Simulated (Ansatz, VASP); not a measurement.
**BN in two plane-wave programs**

One calculation is typed for both programs; each brings its own data sets and cutoff. How far apart do they land? The cell is taken from a series of VASP runs on this material, whose earlier steps may have relaxed, scaled or displaced it; both programs get it as it stands.

Main program and level: Ansatz 0.2.0; plane waves, with VASP 6.6.1 beside it; zone-centre phonons at r2SCAN.

### Step 1. Set-up

The structure is hexagonal, space group P6_3/mmc (No. 194). The conventional cell has a = 2.503 Å, b = 2.503 Å, c = 6.794 Å, α = 90.00°, β = 90.00°, γ = 120.00°. Nearest to B lie 3 N at 1.44 Å. N has 3 B at 1.44 Å nearest. Farther neighbours and most contacts between anions are not listed.

### Step 2. Ansatz: zone-centre phonons, r2SCAN

Ansatz runs on its default PAW (the set named soft_2) files.

Second derivatives magnify differences that forces hide, and they need a tight electronic threshold.

File input.yaml:

```yaml
crystal:
  lattice:
    - [2.5025513874, 0.0, 0.0]
    - [-1.2512756937, 2.1672730759, 0.0]
    - [0.0, 0.0, 6.7941535949]
  atoms:
    - { symbol: B, position: [0.3333333333, 0.6666666667, 0.25] }
    - { symbol: B, position: [0.6666666667, 0.3333333333, 0.75] }
    - { symbol: "N", position: [0.3333333333, 0.6666666667, 0.75] }
    - { symbol: "N", position: [0.6666666667, 0.3333333333, 0.25] }
hamiltonian:
  xc: r2scan
  pseudopotentials: { kind: paw }
kpoints:
  mp_grid: { grid: [9, 9, 3] }
scf:
  occupations: { method: gaussian, width: 0.05 }
phonons:
  method: dfpt
  qpoints: [[0, 0, 0]]
```

The run is started by

```
$ ansatz run input.yaml --threads 4 --pin off --max-ram 9216MiB --backend cpu --events-out ev --progress --plain --runs-dir out
```

Numbers of over 12 decimals in the logs are rounded to 6 here.

The program printed:

```text
Engine: ansatz 0.2.0, aarch64-unknown-linux-gnu
Pseudopotentials: kind: paw
Pseudopotential: B, paw, valence charge 3, recommended cutoff 500 eV (meta_gga), B.paw.azcp
Pseudopotential: N, paw, valence charge 5, recommended cutoff 500 eV (meta_gga), N.paw.azcp
Functional definition: r2SCAN
  parameter k0 = 0.174
  parameter k1 = 0.065
  parameter a1 = 4.9479
  exchange = r2scan_x(k0 = k0, k1 = k1, a1 = a1)
  correlation = r2scan_c
Crystal: 4 atoms, lattice volume = 36.850 Å³
Basis set: ecut = 500 eV, 955 PW (Γ), exchange–correlation on 100×100×250 points (125 copies of the dense FFT grid, shifted against one another)
Bands: 12, of which v1, the nominal top of the filled ones, is band 8 counted from 1 (7 counted from 0)
Symmetry: 24 space group operations
k-points: 70 of 243 (irreducible under 2 space group operations, time reversal used)
Non-local potential: B, projectors of the file, l = 0: 2, l = 1: 2, l = 2: 1
Non-local potential: N, projectors of the file, l = 0: 2, l = 1: 2, l = 2: 1
PAW form: soft (Blöchl's): semilocal exchange-correlation on the pseudo side does not see the compensation charge
PAW frozen core: B, regenerated for the run's functional (the file was generated under x = pbe(κ = 0.804, μ = 0.219515), c = pbe(β = 0.066725))
PAW frozen core: N, regenerated for the run's functional (the file was generated under x = pbe(κ = 0.804, μ = 0.219515), c = pbe(β = 0.066725))
PAW one-centre angular grid: B, 302 points (default); XC on 160 Gauss nodes
PAW one-centre angular grid: N, 302 points (default); XC on 160 Gauss nodes
Initial density: superposition of atomic densities (neutral atoms: chi_scale 0, normalization atom), corrected by the library's trained network
Initial wavefunctions: pseudopotential atomic-orbital guess
Functional: x = r2scan, c = r2scan; τ floored in thin density (d = 2e-4 eV/Å³)
SCF iter   1: F=—  HF=-1088.118312 eV  |F-HF|=—  |Δ(HF+E_count)|=         —  Δρ=8.48e-3  dr2=1.93e-2  dr2_τ=6.89e-1  ethr=1.77e-3  ⟨swp⟩=6.7  Hψ=5356  notcnv=0
preconditioner: auto → none  [insulator: Δε(μ)=5.036 eV  Ē_g=16.805 eV  σ=0.050 eV  W_gap=1.00  n_scr=4 (ndim 8)  ℏωp=24.5 eV  f_vac=0.032  D(μ)=0.00/eV (n_scr^D=0)  ε∞_Penn≈3.1]
SCF iter   2: F=—  HF=-1088.248936 eV  |F-HF|=—  |Δ(HF+E_count)|=   1.31e-1  Δρ=5.07e-3  dr2=4.16e-3  dr2_τ=2.97e-4  ethr=1.20e-4  ⟨swp⟩=2.3  Hψ=2282  notcnv=0
SCF iter   3: F=—  HF=-1088.248692 eV  |F-HF|=—  |Δ(HF+E_count)|=   2.45e-4  Δρ=8.82e-4  dr2=2.18e-4  dr2_τ=1.06e-4  ethr=2.60e-5  ⟨swp⟩=2.9  Hψ=1531  notcnv=0
SCF iter   4: F=—  HF=-1088.248668 eV  |F-HF|=—  |Δ(HF+E_count)|=   2.37e-5  Δρ=2.89e-4  dr2=2.23e-5  dr2_τ=1.89e-6  ethr=1.36e-6  ⟨swp⟩=2.0  Hψ=1336  notcnv=0
SCF iter   5: F=—  HF=-1088.248661 eV  |F-HF|=—  |Δ(HF+E_count)|=   6.35e-6  Δρ=1.04e-4  dr2=2.37e-6  dr2_τ=2.42e-7  ethr=1.39e-7  ⟨swp⟩=2.1  Hψ=1413  notcnv=0
SCF iter   6: F=—  HF=-1088.248660 eV  |F-HF|=—  |Δ(HF+E_count)|=   1.56e-6  Δρ=4.13e-5  dr2=4.19e-7  dr2_τ=9.11e-9  ethr=1.48e-8  ⟨swp⟩=2.0  Hψ=1265  notcnv=0
SCF iter   7: F=—  HF=-1088.248661 eV  |F-HF|=—  |Δ(HF+E_count)|=   1.41e-6  Δρ=5.74e-6  dr2=6.71e-9  dr2_τ=3.32e-10  ethr=2.62e-9  ⟨swp⟩=2.7  Hψ=1485  notcnv=0
SCF iter   8: F=—  HF=-1088.248661 eV  |F-HF|=—  |Δ(HF+E_count)|=   1.28e-9  Δρ=1.14e-6  dr2=2.90e-10  dr2_τ=6.70e-12  ethr=4.19e-11  ⟨swp⟩=2.5  Hψ=1453  notcnv=0
SCF iter   9: F=-1088.248661 eV  HF=-1088.248661 eV  |F-HF|=2.27e-13  |Δ(HF+E_count)|=  3.50e-11  Δρ=5.62e-8  dr2=6.48e-13  dr2_τ=1.49e-14  ethr=1.00e-12  ⟨swp⟩=4.4  Hψ=4289  notcnv=0
SCF 1 converged in 9 iterations: F = -1088.248661 eV  dr2 = 6.48e-13
  greatest PAW one-centre occupation: 0.805 electrons in one spin orbital (limit 2), on the N atom at site 3 (counted from 0), in its partial waves of l = 0
DFPT response loops at Γ: preconditioner auto → Resta (q_TF=auto, 2.374 Å⁻¹)  ε∞=3.5 (no band partly filled); β = 1.00, the filter's whole step (`scf.mixing.beta` (0.50) is not read by the response loops at its default; to damp them type it under 1.00, their step now; it binds the ground state too); Broyden in place of MSR1
SCF converged after 9 iterations
Free energy (F): -1088.248661 eV
Harris-Foulkes:  -1088.248661 eV  (|F-HF|=2.27e-13)
Internal energy: -1088.248661 eV  (E = F + TS)
E sigma→0 (E₀):  -1088.248661 eV
Fermi energy:    6.739634 eV
--- Per-component energies (eV) ---
  E_band       = -51.503840
  E_kinetic    = 367.151967
  E_local      = -715.720251  (includes V_loc(G=0)·N_el)
  E_nonlocal   = 114.099157
  E_hartree    = 233.958036
  E_xc         = -181.981023
  E_vxc        = -252.379734  (∫ρ·V_xc dr)
  E_paw        = -419.657797  (= ΣΔE_a)
  E_vpaw       = -47.027796  (= ΣTr[D̂ρ^β])
  E_aug_tail   = 0.000038  (compensation charges beyond the density's cutoff)
  E_vtau       = 14.456713  (kinetic-family band-sum trace: ∫τ·v_τ [+ j·A + Jᵃ·Aᵃ] dr)
  E_ewald      = -486.002774
  E_core_change = -0.096013  (= ΣΔE_core)
  E_smearing   = -0.000000  (= −TS)
  E_closure    = -0.000000  (closes the sum)
  Σ components = -1088.248661   (vs F -1088.248661, Δ=0.00e0)
--- Band table (eV; the first three rows and the last of 70) ---
  k-point 0: bands = [... 4 lower, 2.8989, 2.8989, 2.9296, 2.9296, 9.7190, 15.0090, 16.6427, 16.6427]
  k-point 1: bands = [... 4 lower, 2.9065, 2.9065, 2.9219, 2.9219, 10.8869, 13.3748, 16.6696, 16.6696]
  k-point 2: bands = [... 4 lower, 1.8899, 1.9151, 2.4381, 2.4748, 10.1607, 14.8884, 16.3288, 16.6363]
  k-point 69: bands = [... 4 lower, -1.1860, -1.1617, 2.0590, 2.7588, 11.3016, 11.5128, 15.3646, 17.3141]
--- Phonons (Γ-DFPT): 4 representative perturbations + reference, on 70 of 243 k-points (Σ response iterations 23) ---
  k mesh reduced under 2 symmetry operations, with k and −k counted as one. Each operation leaves every solved perturbation unchanged. A smaller set is not considered because the functional reads the kinetic-energy density
  ASR residual: 8.704e-4 → 0.000e0 eV/Å²; symmetrization residual: 9.576e-7 eV/Å²
  ASR residual per site (eV/Å²): 7.52e-4 7.52e-4 8.70e-4 8.70e-4
  Γ frequencies (cm⁻¹): 0.00 0.00 0.00 43.00 43.00 102.52 772.42 824.49 1365.36 1365.36 1365.49 1365.49
  non-analytic LO–TO correction: not included (Born effective charges unavailable; polar crystals: no LO–TO splitting at Γ)
--- Phonons (arbitrary-q DFPT): 1 explicit q-point ---
  q = [0, 0, 0] (of the zone-centre solve; hermiticity 4.57e-8, symmetrization 1.90e-11): -0.00 -0.00 -0.00 43.00 43.00 102.52 772.42 824.49 1365.36 1365.36 1365.49 1365.49
  sum rule: each row above includes the acoustic sum rule's correction from the zone centre's row sums; it moved no ω² by more than (4.35 cm⁻¹)²
```

Wall time 12 s (4 threads of Arm Neoverse V1, shared host); peak memory 0.88 GiB; 45 s of CPU time.

In the SCF lines HF is the Harris–Foulkes energy and dr2 the Hartree energy of the density residual, in eV; the loop may stop once dr2 is under the threshold and the program's other checks hold. Hψ counts applications of the Hamiltonian.

(Continued in part 2 of 2.)

[Lines on the potential files, build, host, timing and source positions are cut from VASP's logs without a mark.]

[Logs are printed without paths, hosts, clocks, repeated set-up lines and the standing remarks that a program may print on its own settings, such as how far it seeks lower states.]

[Hosts, paths, dates, database ids (printed as entryN), source tags and the programs' standing remarks are cut or masked in the printed files.]
